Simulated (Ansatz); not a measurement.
# What a change of settings does to a run on Sb

Structure: COD 9009654, as refined from experiment and not relaxed. The listed cell was then made from it by scaling, straining or moving an atom.

First run: DFT, PBE, PAW with Ansatz's default frozen-core files, scalar-relativistic (Ansatz 0.2.0).

Command: `ansatz run input.yaml --threads 1 --pin off --max-ram 2048MiB --backend cpu --events-out ev --progress --plain --runs-dir out` The run took about 5.2 s on 1 thread of a shared machine.

```yaml
crystal:
  lattice:
    - [2.1858623424, 1.2620082118, 3.8053879599]
    - [-2.1858623424, 1.2620082118, 3.8053879599]
    - [0.0, -2.5240164235, 3.8053879599]
  atoms:
    - { symbol: Sb, position: [0.23364, 0.23364, 0.23364] }
    - { symbol: Sb, position: [0.76636, 0.76636, 0.76636] }
kpoints:
  mp_grid: { grid: [9, 9, 9] }
scf:
  occupations: { method: fermi_dirac, width: 0.05 }
hamiltonian:
  xc: pbe
  pseudopotentials: { kind: paw }
output:
  forces: true
  stress: true
  eigenvalues: true
  efg: { contact_densities: true }
```

Result: converged; pressure 0.30 GPa; largest force 0.043 eV/Å; gap on the k mesh 0.15 eV (the mesh can miss the band edges); 6 SCF iterations.

No spin–orbit coupling, which matters for the heavy atoms here.

The input is then changed:

```diff
@@ -8,7 +8,8 @@
     - { symbol: Sb, position: [0.76636, 0.76636, 0.76636] }
 kpoints:
-  mp_grid: { grid: [9, 9, 9] }
+  mp_grid: { grid: [3, 3, 3] }
 scf:
   occupations: { method: fermi_dirac, width: 0.05 }
+  mixing: { algorithm: anderson, beta: 0.3 }
 hamiltonian:
   xc: pbe
```

What does the second run give?

It converged; energy at zero smearing -55.5 meV/atom from the first run; pressure 0.82 GPa; largest force 0.292 eV/Å; gap on the k mesh 1.34 eV (the mesh can miss the band edges); 6 SCF iterations. Some of these settings are too coarse for converged properties.
